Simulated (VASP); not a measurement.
Input of a VASP 6.6.1 run:

INCAR

```
SYSTEM = BaTiO3
PREC     = Accurate       ! precision mode
ENCUT    = 520            ! plane-wave cutoff, eV
EDIFF    = 1E-8           ! SCF threshold, eV
ISMEAR   = 0              ! smearing method
SIGMA    = 0.02           ! smearing width, eV
LREAL    = .False.        ! projectors in reciprocal space
LASPH    = .True.         ! aspherical terms in the spheres
NELM     = 60             ! most SCF steps
ALGO     = Normal         ! electronic algorithm
ISIF     = 2              ! what is computed and relaxed
LWAVE    = .False.        ! write WAVECAR
LCHARG   = .False.        ! write CHGCAR
GGA      = PE             ! functional
LEFG     = .True.
```

File KPOINTS:

```
regular mesh
0
Gamma
  7 7 7
  0 0 0
```

File POSCAR:

```
BaTiO3
1.0
    3.9998000000      0.0000000000      0.0000000000
    0.0000000000      3.9998000000      0.0000000000
    0.0000000000      0.0000000000      4.0180000000
Ba Ti O
1 1 3
Direct
    0.0000000000      0.0000000000      0.0000000000
    0.5000000000      0.5000000000      0.4900000000
    0.0000000000      0.5000000000      0.5170000000
    0.5000000000      0.0000000000      0.5170000000
    0.5000000000      0.5000000000      0.0190000000
```

Potentials or basis: VASP PAW PBE potentials, release 64 (Ba_sv, Ti_sv, O).

Launch:

```sh
$ cat potpaw_PBE.64/Ba_sv/POTCAR potpaw_PBE.64/Ti_sv/POTCAR potpaw_PBE.64/O/POTCAR > POTCAR
$ mpirun -np 1 vasp_std > vasp.out
```

Q: What does it give for the band gap on the k mesh?

A: 1.87 eV, indirect (least direct gap 2.06 eV).

Q: Estimate the largest force.

A: 0.274 eV/Å.

Q: What does it give for the pressure?

A: 4.2 GPa.

Stress tensor (GPa, compression positive):
```
3.90 0.00 0.00
0.00 3.90 0.00
0.00 0.00 4.83
```

Caveat: spin-orbit coupling is left out, which moves the levels of the heavy elements; an odd mesh through Γ misses points on the zone boundary, where band edges often lie.
